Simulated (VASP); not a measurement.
# CuCl (Nantokite) (F-43m) in VASP: further runs, part 2 of 2

VASP 6.6.1.

## (3) Relaxation of cell and atoms, PBEsol

This run uses another cell than the first one, of 19.75 Å³/atom, 1.061 times its volume.

File INCAR:

```
SYSTEM = CuCl
PREC = Accurate ; ENCUT = 600
EDIFF = 1E-6 ; ISMEAR = 0
SIGMA = 0.03 ; LREAL = .FALSE.
LASPH = .TRUE. ; NELM = 80
ALGO = Normal ; ISIF = 3
LWAVE = .FALSE. ; LCHARG = .FALSE.
GGA = PS ; IBRION = 2
NSW = 90 ; EDIFFG = -0.01
```

File KPOINTS:

```
regular mesh
0
G
  10 10 10
  0 0 0
```

File POSCAR:

```
CuCl
1.0
    0.0000000000      2.7028500000      2.7028500000
    2.7028500000      0.0000000000      2.7028500000
    2.7028500000      2.7028500000      0.0000000000
Cu Cl
1 1
Direct
    0.0000000000      0.0000000000      0.0000000000
    0.2500000000      0.2500000000      0.2500000000
```

Potentials or basis: VASP PAW PBE potentials, release 64 (Cu, Cl).

Command:

```sh
$ cat potpaw_PBE.64/Cu/POTCAR potpaw_PBE.64/Cl/POTCAR > POTCAR
$ mpirun -np 1 vasp_std > vasp.out
```

OUTCAR:

```text
SYSTEM = CuCl
   PREC = Accurate
   ENCUT = 600
   EDIFF = 1E-6
   ISMEAR = 0
   LREAL = .FALSE.
   LASPH = .TRUE.
   NELM = 80
   ISIF = 3
   GGA = PS
   IBRION = 2
   NSW = 90
   EDIFFG = -0.01

 ion  position               nearest neighbor table
   1  0.000  0.000  0.000-   2 2.34   2 2.34   2 2.34   2 2.34
   2  0.250  0.250  0.250-   1 2.34   1 2.34   1 2.34   1 2.34

  LATTYP: Found a face centered cubic cell.
 ALAT       =     5.4057000000

  Lattice vectors:

 A1 = (   0.0000000000,   2.7028500000,   2.7028500000)
 A2 = (   2.7028500000,   0.0000000000,   2.7028500000)
 A3 = (   2.7028500000,   2.7028500000,   0.0000000000)

Analysis of symmetry for initial positions (statically):
=====================================================================
 Subroutine PRICEL returns:
 Original cell was already a primitive cell.

 Routine SETGRP: Setting up the symmetry group for a
 face centered cubic supercell.

 Subroutine GETGRP returns: Found 24 space group operations
 (whereof 24 operations were pure point group operations)
 out of a pool of 48 trial point group operations.

The static configuration has the point symmetry T_d .

Analysis of symmetry for dynamics (positions and initial velocities):
=====================================================================
 Subroutine PRICEL returns:
 Original cell was already a primitive cell.

[... 232 lines left out ...]
  ---------------------------------------------------
  ext. energy  EPLUGINS =         0.00000000
  ---------------------------------------------------
  free energy    TOTEN  =        -7.06222504 eV

  energy without entropy =       -7.06222504  energy(sigma->0) =       -7.06222504

 E-fermi :   4.5574     XC(G=0):  -9.9740

 val. band max:        4.3799823044   @ k =   0.0000   0.0000   0.0000
 cond. band min:       4.9261905992   @ k =   0.0000   0.0000   0.0000
 fundamental gap:      0.5462082948
 Fermi energy:         4.5574203845

 k-point     1 :       0.0000    0.0000    0.0000
  band No.  band energies     occupation
      1     -12.9394      2.00000
      2      -0.8291      2.00000
      3      -0.8291      2.00000
      4      -0.8291      2.00000
      5       2.6501      2.00000
      6       2.6501      2.00000
      7       4.3800      2.00000
      8       4.3800      2.00000
      9       4.3800      2.00000
     10       4.9262      0.00000
     11      11.0608      0.00000
     12      11.0608      0.00000
     13      11.0608      0.00000
[... 354 lines left out ...]
  band No.  band energies     occupation
      1     -12.3777      2.00000
      2      -2.3099      2.00000
      3      -0.9952      2.00000
      4      -0.9042      2.00000
      5       2.4152      2.00000
      6       2.8102      2.00000
      7       3.0688      2.00000
      8       3.3413      2.00000
      9       3.4295      2.00000
     10       7.9284      0.00000
     11       9.1275      0.00000
     12      12.2185      0.00000
     13      13.7459      0.00000

 [... further k-points ...]

------------------------ aborting loop because EDIFF is reached ----------------------------------------

  FORCE on cell =-STRESS in cart. coord.  units (eV):
  Direction    XX          YY          ZZ          XY          YZ          ZX
  --------------------------------------------------------------------------------------
  -------------------------------------------------------------------------------------
  Total       -0.0101527     -0.0101527     -0.0101527     -0.0000000      0.0000000     -0.0000000
  in kB       -0.4371575     -0.4371575     -0.4371575     -0.0000000      0.0000000     -0.0000000
  external PRESSURE =      -0.4371575 kB  Pullay stress =       0.0000000 kB
[... 17 lines left out ...]
  FREE ENERGIE OF THE ION-ELECTRON SYSTEM (eV)
  ---------------------------------------------------
  free  energy   TOTEN  =        -7.0622250424 eV

  energy  without entropy=       -7.0622250424  energy(sigma->0) =       -7.06222504

 reached required accuracy - stopping structural energy minimisation
```

Wall time 38 s (1 thread of AMD EPYC 9R45 (Zen 5), shared host); peak memory 0.17 GiB.

Results:

| Item | Value |
| --- | --- |
| Free energy | -7.0622 eV |
| Relaxed volume | 18.60 Å³/atom |
| Relaxed cell | a = 3.747 Å, b = 3.747 Å, c = 3.747 Å, α = 60.00°, β = 60.00°, γ = 60.00° |
| Space group after relaxing (to 0.05 Å) | F-43m (No. 216) |
| Energy gained by relaxing | 12.4 meV/atom |
| Ionic steps | 3 |
| Pressure after relaxing | 0.0 GPa |
| Band gap on the k mesh | 0.55 eV, direct |

Step by step:
| step | energy change (eV) | largest force (eV/Å) | pressure (GPa) | volume (Å³) |
| --- | --- | --- | --- | --- |
| 1 | 0.0000 | 0.0000 | -3.22 | 39.49 |
| 2 | -0.0247 | 0.0000 | -0.10 | 37.27 |
| 3 | -0.0247 | 0.0000 | -0.04 | 37.21 |

Final structure:
```
Cu Cl
1.0
     0.00000    2.64977    2.64977
     2.64977    0.00000    2.64977
     2.64977    2.64977    0.00000
Cu Cl
1 1
Direct
  0.00000 0.00000 0.00000
  0.25000 0.25000 0.25000
```

Levels at points of the mesh, in eV from the valence-band top:
```csv
k point,band 6,band 7,band 8,band 9,band 10,band 11,band 12,band 13
"(0.00, 0.00, 0.00)",-1.73,0.00,0.00,0.00,0.55,6.68,6.68,6.68
"(0.50, 0.00, 0.00)",-1.65,-1.59,-0.66,-0.66,2.92,6.95,7.13,7.13
"(0.50, 0.50, 0.00)",-1.60,-1.52,-1.29,-1.29,3.27,4.53,8.99,11.34
```

Caveat: the PAW data sets were made with another functional, which shifts forces and pressure a little.

## (4) Relaxation of cell and atoms, PBEsol

File INCAR:

```
SYSTEM = CuCl
PREC = Accurate ; ENCUT = 600
EDIFF = 1E-7 ; ISMEAR = 0
SIGMA = 0.03 ; LREAL = .FALSE.
LASPH = .TRUE. ; NELM = 80
ALGO = Normal ; ISIF = 3
LWAVE = .FALSE. ; LCHARG = .FALSE.
GGA = PS ; IBRION = 2
NSW = 90 ; EDIFFG = -0.005
```

KPOINTS is that of step 3.

File POSCAR:

```
CuCl                                    
1.0
   -0.0000000000      2.6497729766      2.6497729766
    2.6497729766      0.0000000000      2.6497729766
    2.6497729766      2.6497729766      0.0000000000
  Cu              Cl            
     1     1
Direct
     0.0000000000000000    0.0000000000000000    0.0000000000000000
     0.2500000000000000    0.2500000000000000    0.2500000000000000
```

Command:

```sh
$ cat potpaw_PBE.64/Cu/POTCAR potpaw_PBE.64/Cl/POTCAR > POTCAR
$ mpirun -np 1 vasp_std > vasp.out
```

It took 17 s on 1 thread of AMD EPYC 9R45 (Zen 5), shared host; peak memory 0.15 GiB.

It converged, with:

```
Free energy             : -7.0618 eV
Pressure after relaxing : 0.0 GPa
Band gap on the k mesh  : 0.55 eV, direct
```

Final structure:
```yaml
crystal:
  lattice:
    - [0.00000, 2.64977, 2.64977]
    - [2.64977, 0.00000, 2.64977]
    - [2.64977, 2.64977, 0.00000]
  atoms:
    - { symbol: Cu, position: [0.00000, 0.00000, 0.00000] }
    - { symbol: Cl, position: [0.25000, 0.25000, 0.25000] }
```

Levels at points of the mesh, in eV from the valence-band top:
```
           k point  band 6  band 7  band 8  band 9  band 10  band 11  band 12  band 13
(0.00, 0.00, 0.00)   -1.73    0.00    0.00    0.00     0.55     6.68     6.68     6.68
(0.50, 0.00, 0.00)   -1.65   -1.59   -0.66   -0.66     2.92     6.95     7.13     7.13
(0.50, 0.50, 0.00)   -1.60   -1.52   -1.29   -1.29     3.27     4.53     8.99    11.34
```

Caveat: the relaxation stopped at its first step, so nothing moved; the PAW data sets were made with another functional, which shifts forces and pressure a little.
